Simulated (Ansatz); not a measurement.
Input of an Ansatz 0.2.0 run:

input.yaml

```yaml
crystal:
  lattice:
    - [3.076, 0.0, 0.0]
    - [-1.538, 2.663894142, 0.0]
    - [0.0, 0.0, 5.048]
  atoms:
    - { symbol: Si, position: [0.6666666667, 0.3333333333, 0.5] }
    - { symbol: Si, position: [0.3333333333, 0.6666666667, 0.0] }
    - { symbol: C, position: [0.6666666667, 0.3333333333, 0.885] }
    - { symbol: C, position: [0.3333333333, 0.6666666667, 0.385] }
hamiltonian:
  xc: pbesol
  pseudopotentials: { kind: paw }
  dispersion: d3bj
kpoints:
  mp_grid: { grid: [10, 10, 5] }
scf:
  occupations: { method: fermi_dirac, width: 0.05 }
output:
  forces: true
  stress: true
relax:
  f_tol: 0.01
  max_steps: 40
  cell: { stress_tol: 0.05 }
```

Potentials or basis: Ansatz PAW.

Command:

```bash
$ ansatz run input.yaml --threads 2 --pin off --max-ram 5120MiB --backend cpu --events-out ev --progress --plain --runs-dir out
```

Task: What does it give for the band gap on the k mesh?

Result: 2.26 eV.

Task: What does it give for the space group after relaxing (to 0.05 Å)?

Result: P6_3mc (No. 186).

The path:
```
step  energy change (eV)  largest force (eV/Å)  volume (Å³)
   1              0.0000                0.7467        41.36
   2             -0.0286                0.4520        40.99
   3             -0.0397                0.2076        40.50
   4             -0.0456                0.0016        40.66
   5             -0.0456                0.0008        40.67
   6             -0.0443                0.0008        40.67
   7             -0.0444                0.0000        40.66
   8             -0.0444                0.0000        40.66
```

Caveat: odd divisions of the mesh miss points on the zone boundary, where band edges often lie, so the gap on the mesh can be too wide; the plane-wave basis is chosen anew once the cell has moved, so the energies of steps on either side of that aren't comparable; the PAW data sets come from PBE, with cores solved anew for the run's functional, which leaves a small shift of forces and pressure. A k mesh can miss the band edges.
